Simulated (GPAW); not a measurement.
# NiO (Fm-3m) in GPAW: single point with PBE

Aim: the single point of NiO with PBE.

All numbers are computed with GPAW 26.7.0; they aren't measurements. Logs are shortened: lines on timing, memory, paths and dates and some standing lists are left out, and cuts for length are marked. The log counts tension as positive stress, the text compression.

### 1 The crystal as given

The structure is cubic, space group Fm-3m (No. 225). The conventional cell has a = 4.172 Å, b = 4.172 Å, c = 4.172 Å, α = 90.00°, β = 90.00°, γ = 90.00°. Around Ni (site symmetry m-3m) lie 6 O at 2.09 Å. O (site symmetry m-3m) is surrounded by 6 Ni at 2.09 Å.

### 2 Single point, PBE, collinear spin, ferromagnetic start

The input, run.py:

```python
from ase.dft.bandgap import bandgap
from ase.io import read, write
from ase.units import GPa
from gpaw import GPAW, PW

atoms = read('NiO.cif')
atoms.set_initial_magnetic_moments([1.0, 0.0])

calc = GPAW(mode=PW(500),
            xc='PBE',
            kpts={'size': (8, 8, 8), 'gamma': True},
            occupations={'name': 'fermi-dirac', 'width': 0.05},
            nbands=22,
            convergence={'density': 1e-05, 'energy': 1e-05},
            maxiter=80,
            txt='gpaw.txt')
atoms.calc = calc
energy = atoms.get_potential_energy()
forces = atoms.get_forces()
stress = atoms.get_stress()
calc.write('gs.gpw')
write('result.traj', atoms)
print(f'Energy: {energy:.6f} eV')
print('Forces (eV/A):')
print(forces.round(4))
print('Stress (GPa):', (stress / GPa).round(3))
print('Moments:', calc.get_magnetic_moments().round(3))
print('Fermi level:', round(calc.get_fermi_level(), 4), 'eV')
print(f'Gap: {bandgap(calc)[0]:.4f} eV, direct: {bandgap(calc, direct=True)[0]:.4f} eV')
```

The input, NiO.cif:

```cif
data_NiO
_cell_length_a 2.94991039
_cell_length_b 2.94991039
_cell_length_c 2.94991039
_cell_angle_alpha 60.00000000
_cell_angle_beta 60.00000000
_cell_angle_gamma 60.00000000
_space_group_name_H-M_alt 'P1'
_space_group_name_Hall 'P 1'
_space_group_IT_number 1
loop_
_space_group_symop_operation_xyz
'x,y,z'
loop_
_atom_site_label
_atom_site_type_symbol
_atom_site_symmetry_multiplicity
_atom_site_Wyckoff_symbol
_atom_site_fract_x
_atom_site_fract_y
_atom_site_fract_z
_atom_site_occupancy
Ni1 Ni 1 a 0.0000000000 0.0000000000 0.0000000000 1
O1 O 1 a 0.5000000000 0.5000000000 0.5000000000 1
```

Potentials or basis: GPAW PAW data sets (gpaw-data 1.2.1), pw.

Launch:

```
$ OMP_NUM_THREADS=1 python run.py
```

gpaw.txt:

```text
__  _  _
 | _ |_)|_||  |
 |__||  | ||/\| - 26.7.0

Input parameters:
  mode=PW(ecut=500.0),
  convergence={'density': 1e-05, 'energy': 1e-05},
  kpts=MonkhorstPack(size=(8, 8, 8), gamma=True),
  maxiter=80,
  nbands=22,
  occupations=Occupations(name='fermi-dirac', width=0.05),
  xc=XC(name='PBE')

Diagonalizing LCAO Hamiltonian
Converting LCAO to pw mode

                O

       Ni

Atoms  # Å, Bohr magnetons
|   | symbol |        x |        y |        z |    initial magnetic moments |
|---|--------|----------|----------|----------|-----------------------------|
| 0 |     Ni | 0.000000 | 0.000000 | 0.000000 | ( 0.0000,  0.0000,  1.0000) |
| 1 |      O | 2.949910 | 1.703132 | 1.204296 | ( 0.0000,  0.0000,  0.0000) |

Unit cell  # Å
| periodic |        x |        y |        z |  lengths |    angles |
|----------|----------|----------|----------|----------|-----------|
|      yes | 2.949910 | 0.000000 | 0.000000 | 2.949910 | 60.000000 |
|      yes | 1.474955 | 2.554697 | 0.000000 | 2.949910 | 60.000000 |
|      yes | 1.474955 | 0.851566 | 2.408592 | 2.949910 | 60.000000 |

Number of symmetries: 48
Symmetry operations  # r_c * U_cc + t_c -> r_c
|    | kind |            matrix            |
|----|------|------------------------------|
|  0 |  σ   |  1, 0, 0,  1, 0,-1,  1,-1, 0 |
|  1 |  C2  |  1, 0, 0,  1,-1, 0,  1, 0,-1 |
|  2 |  E   |  1, 0, 0,  0, 1, 0,  0, 0, 1 |
|  3 |  σ   |  1, 0, 0,  0, 0, 1,  0, 1, 0 |
|  4 |  C4  |  1, 0,-1,  1, 0, 0,  1,-1, 0 |
|  5 |  S6  |  1, 0,-1,  1,-1, 0,  1, 0, 0 |
|  6 |  σ   |  1, 0,-1,  0, 1,-1,  0, 0,-1 |
|  7 |  C3  |  1, 0,-1,  0, 0,-1,  0, 1,-1 |
|  8 |  S6  |  1,-1, 0,  1, 0, 0,  1, 0,-1 |
|  9 |  C4  |  1,-1, 0,  1, 0,-1,  1, 0, 0 |
| 10 |  C3  |  1,-1, 0,  0,-1, 1,  0,-1, 0 |
| 11 |  σ   |  1,-1, 0,  0,-1, 0,  0,-1, 1 |
| 12 |  σ   |  0, 1, 0,  1, 0, 0,  0, 0, 1 |
| 13 |  C4  |  0, 1, 0,  0, 1,-1, -1, 1, 0 |
| 14 |  C3  |  0, 1, 0,  0, 0, 1,  1, 0, 0 |
| 15 |  S6  |  0, 1, 0, -1, 1, 0,  0, 1,-1 |
| 16 |  C2  |  0, 1,-1,  1, 0,-1,  0, 0,-1 |
| 17 |  σ   |  0, 1,-1,  0, 1, 0, -1, 1, 0 |
| 18 |  S4  |  0, 1,-1,  0, 0,-1,  1, 0,-1 |
| 19 |  C4  |  0, 1,-1, -1, 1, 0,  0, 1, 0 |
| 20 |  C3  |  0, 0, 1,  1, 0, 0,  0, 1, 0 |
| 21 |  σ   |  0, 0, 1,  0, 1, 0,  1, 0, 0 |
| 22 |  S6  |  0, 0, 1,  0,-1, 1, -1, 0, 1 |
| 23 |  C4  |  0, 0, 1, -1, 0, 1,  0,-1, 1 |
| 24 |  S4  |  0, 0,-1,  1, 0,-1,  0, 1,-1 |
| 25 |  C3  |  0, 0,-1,  0, 1,-1,  1, 0,-1 |
| 26 |  C2  |  0, 0,-1,  0,-1, 0, -1, 0, 0 |
| 27 |  S6  |  0, 0,-1, -1, 0, 0,  0,-1, 0 |
| 28 |  S4  |  0,-1, 1,  1,-1, 0,  0,-1, 0 |
| 29 |  C4  |  0,-1, 1,  0, 0, 1, -1, 0, 1 |
| 30 |  C2  |  0,-1, 1,  0,-1, 0,  1,-1, 0 |
| 31 |  σ   |  0,-1, 1, -1, 0, 1,  0, 0, 1 |
| 32 |  C3  |  0,-1, 0,  1,-1, 0,  0,-1, 1 |
| 33 |  S6  |  0,-1, 0,  0, 0,-1, -1, 0, 0 |
| 34 |  S4  |  0,-1, 0,  0,-1, 1,  1,-1, 0 |
| 35 |  C2  |  0,-1, 0, -1, 0, 0,  0, 0,-1 |
| 36 |  C2  | -1, 1, 0,  0, 1, 0,  0, 1,-1 |
| 37 |  S6  | -1, 1, 0,  0, 1,-1,  0, 1, 0 |
| 38 |  S4  | -1, 1, 0, -1, 0, 1, -1, 0, 0 |
| 39 |  C3  | -1, 1, 0, -1, 0, 0, -1, 0, 1 |
| 40 |  S6  | -1, 0, 1,  0, 0, 1,  0,-1, 1 |
| 41 |  C2  | -1, 0, 1,  0,-1, 1,  0, 0, 1 |
| 42 |  C3  | -1, 0, 1, -1, 1, 0, -1, 0, 0 |
| 43 |  S4  | -1, 0, 1, -1, 0, 0, -1, 1, 0 |
| 44 |  C2  | -1, 0, 0,  0, 0,-1,  0,-1, 0 |
| 45 |  i   | -1, 0, 0,  0,-1, 0,  0, 0,-1 |
| 46 |  σ   | -1, 0, 0, -1, 1, 0, -1, 0, 1 |
| 47 |  C2  | -1, 0, 0, -1, 0, 1, -1, 1, 0 |

BZ-sampling:
  Number of BZ points: 512
  Number of IBZ points: 29

  Monkhorst-Pack size: [8, 8, 8]
  Monkhorst-Pack shift: [0.0625, 0.0625, 0.0625]

K-points  # in reciprocal-cell coordinates
|     |                                coordinates |     weight |
|-----|--------------------------------------------|------------|
|   0 | (  0.00000000,   0.00000000,   0.00000000) | 0.00195312 |
|   1 | (  0.12500000,   0.12500000,   0.00000000) | 0.01171875 |
|   2 | (  0.12500000,   0.12500000,   0.12500000) | 0.01562500 |
|   3 | (  0.25000000,   0.12500000,   0.12500000) | 0.02343750 |
|   4 | (  0.25000000,   0.25000000,   0.00000000) | 0.01171875 |
|   5 | (  0.25000000,   0.25000000,   0.12500000) | 0.04687500 |
|   6 | (  0.25000000,   0.25000000,   0.25000000) | 0.01562500 |
|   7 | (  0.37500000,   0.25000000,  -0.37500000) | 0.04687500 |
|   8 | (  0.37500000,   0.25000000,   0.12500000) | 0.04687500 |
|   9 | (  0.37500000,   0.25000000,   0.25000000) | 0.04687500 |
| ... |                                            |            |
|  28 | (  0.50000000,   0.50000000,   0.50000000) | 0.00781250 |

Plane wave coefficients: 477
Cutoff: 500.0 eV

Spin-components: 2 (collinear spins)
Bands:           22
Projectors:      11
Spin-degeneracy: 1
Datatype:        complex128

Parallelization:
  kpt:    1
  domain: 1
  band:   1

Density:
  Valence electrons: 22.0
  Components: 2
  Grid points: [16 16 16]
  Charge: 0.0  # |e|

Potential:
  Grid points: [16 16 16]

species:
  Ni:
    name:    Nickel
    Z:       28.0
    valence: 16
    core:    12
    charge:  0.0  # [|e|]
    compensation charges:
      type: gauss
      rc: 0.36  # [Å]
      lmax: 2
    cutoffs:
      filter: 2.14  # [Å]
      core: 1.98  # [Å]
    projectors
    | kind |    occ | energy [eV] | rcut [Å] |
    |------|--------|-------------|----------|
    |   4s |  2.000 |      -5.642 |    1.164 |
    |   3p |  6.000 |     -71.394 |    1.207 |
    |   4p |  0.000 |      -1.226 |    1.207 |
    |   3d |  8.000 |      -8.875 |    1.138 |
    |    s |        |      21.570 |    1.164 |
    |    d |        |      18.337 |    1.138 |

    Using partial waves for Ni as LCAO basis

  O:
    name:    Oxygen
    Z:       8.0
    valence: 6
    core:    2
    charge:  0.0  # [|e|]
    compensation charges:
      type: gauss
      rc: 0.21  # [Å]
      lmax: 2
    cutoffs:
      filter: 1.17  # [Å]
      core: 0.83  # [Å]
    projectors
    | kind |    occ | energy [eV] | rcut [Å] |
    |------|--------|-------------|----------|
    |   2s |  2.000 |     -23.961 |    0.688 |
    |   2p |  4.000 |      -9.029 |    0.598 |
    |    s |        |       3.251 |    0.688 |
    |    p |        |      18.182 |    0.598 |
    |    d |        |       0.000 |    0.619 |

    Using partial waves for O as LCAO basis

Reference energy: -43408.850748  # eV

eigensolver:
  PPCG
  Converge bands: occupied
  niter=2

density mixing:
  MSR1-Mixer
  Pratt-step length: 0.05
  Maximum mixing coefficient: 0.75
  Old densities: 10
  SVD Regularization: 0.005
  Good broyden scale: 1.0
  Trust region scale: 1.0
  Backstep threshold: 4.0
  History deletion threshold: 6.0
  Fourier metric: weight=20.0, sigma=0.015

occupation numbers:
  Fermi-Dirac:
    width: 0.0500  # eV

poisson solver:
  ecut: 4000.0  # eV

xc functional:
  name: PBE with 2 nearest neighbor stencil

convergence criteria:
- Maximum integral of absolute [dens]ity change: 1e-05 electrons / valence electron
- Maximum [total energy] change in last 3 cyles: 1e-05 eV / valence electron
- Maximum integral of absolute [eigenst]ate change: 4e-08 eV^2 / valence electron
maximum number of iterations: 80

SCF iterations
|iter     | |      energy | eigst |  dens |  magmom |
|---------|-|-------------|-------|-------|---------|
|iter:   1| |  -13.140538 | -0.15 |       |  +1.0004|
|iter:   2| |  -13.048840 | -2.58 | -1.13 |  +0.9914|
|iter:   3| |  -12.845434 | -2.42 | -1.17 |  +0.8626|
|iter:   4| |  -12.908135 | -2.84 | -1.76 |  +0.8646|
|iter:   5| |  -12.841415 | -3.44 | -1.65 |  +0.8501|
|iter:   6| |  -12.852005 | -3.84 | -2.16 |  +0.8686|
|iter:   7| |  -12.854618 | -5.73 | -2.33 |  +0.9010|
|iter:   8| |   -2.768124 | -0.96 | -2.32 |  +5.7341|
|iter:   9| |  -12.859593 | -0.67 | -0.74 |  +0.9778|
|iter:  10| |  -12.881240 | -2.91 | -2.39 |  +1.3891|
|iter:  11| |  -12.866121 | -3.54 | -2.12 |  +1.0618|
[... 5 lines left out ...]
|iter:  17| |  -12.892945 | -4.21 | -2.46 |  +1.5901|
|iter:  18| |  -12.888213 | -4.73 | -2.27 |  +1.5157|
|iter:  19| |  -12.897555 | -4.01 | -2.24 |  +1.7134|
|iter:  20| |  -12.888028 | -4.11 | -2.71 |  +1.5214|
|iter:  21| |  -12.898242 | -4.05 | -2.31 |  +1.7299|
|iter:  22| |  -12.896818 | -5.47 | -2.74 |  +1.6898|
|iter:  23| |  -12.894213 | -3.69 | -2.62 |  +1.9788|
|iter:  24| |  -12.898981 | -3.92 | -2.16 |  +1.7547|
|iter:  25| |  -12.899743 | -5.07 | -2.97 |  +1.8120|
|iter:  26| |  -12.899559 | -5.91 | -3.13 |  +1.7893|
|iter:  27| |  -12.899543c| -7.84c| -4.45 |  +1.7881|
|iter:  28| |  -12.899550c| -7.77c| -5.01c|  +1.7888|

Converged in 28 steps
Energy contributions relative to reference atoms: (reference = -43408.850748)

Energy contributions:
  Kinetic:          23.976402
  Coulomb:         -19.408600
  Zero:              0.085991
  External:          0.000000
  Xc:              -17.549284
  Entropy:          -0.008119
  Spinorbit:         0.000000
  ----------------------------
  Free energy:     -12.903610
  Extrapolated:    -12.899550

dipole moment: (-11.866086, -6.850888, -4.844309)  # |e|*Ang

Total magnetic moment: (0.000000, 0.000000, 1.788789)

Local magnetic moments
|        x |        y |        z |
|----------|----------|----------|
| 0.000000 | 0.000000 | 1.484500 |  # Ni   0
| 0.000000 | 0.000000 | 0.215289 |  # O    1

Fermi level: 8.212
Eigenvalues  # (at kpt = [0.000, 0.000, 0.000])
| band index |      eig [eV] | occ [0-1] |      eig [eV] | occ [0-1] |
|------------|---------------|-----------|---------------|-----------|
|          0 |       -56.642 |     1.000 |       -54.825 |     1.000 |
|        ... |               |           |               |           |
|          4 |         4.981 |     1.000 |         5.552 |     1.000 |
|          5 |         4.981 |     1.000 |         5.553 |     1.000 |
|          6 |         5.041 |     1.000 |         5.553 |     1.000 |
|          7 |         5.041 |     1.000 |         6.301 |     1.000 |
|          8 |         5.041 |     1.000 |         6.306 |     1.000 |
|          9 |         5.468 |     1.000 |         6.307 |     1.000 |
[... 8 lines left out ...]
|         18 |        30.088 |     0.000 |        30.589 |     0.000 |
|         19 |        30.088 |     0.000 |        30.589 |     0.000 |
|        ... |               |           |               |           |
|         21 |        33.711 |     0.000 |        34.414 |     0.000 |

No gap
No difference between direct/indirect transitions

Forces  # eV/Ang
|        x |        y |       z |
|----------|----------|---------|
| -0.00000 |  0.00000 | 0.00000 |  # Ni   0
|  0.00000 | -0.00000 | 0.00000 |  # O    1

Stress tensor  # eV/Ang^3
|         x |         y |         z |
|-----------|-----------|-----------|
|  0.054323 | -0.000000 | -0.000000 |
| -0.000000 |  0.054323 |  0.000000 |
| -0.000000 | -0.000000 |  0.054323 |

# Writing to gs.gpw (mode='')
```

It took 19 s on 1 thread of Intel Xeon 6975P-C (Granite Rapids), shared host; peak memory 0.14 GiB.

The run converged, but some of its settings lie outside the range that counts as converged, so its numbers aren't taken as properties of the crystal.

Results:

| Item | Value |
| --- | --- |
| Free energy | -12.9036 eV |
| Pressure | -8.7 GPa |
| Band gap on the k mesh | none (metal or under the smearing width) |
| Net moment | 1.79 μB per cell |
| Site moments | Ni +1.48; O +0.22 μB |

Caveat: the cutoff is short for stress and forces, so pressures can be off by a GPa or more; the stock nickel data set gives pressures a few GPa off other programs; a cell with one magnetic atom can't hold antiferromagnetic order, which such compounds often take; semilocal functionals often make such compounds metallic where correlation or magnetic order opens a gap, which also shifts bond lengths.
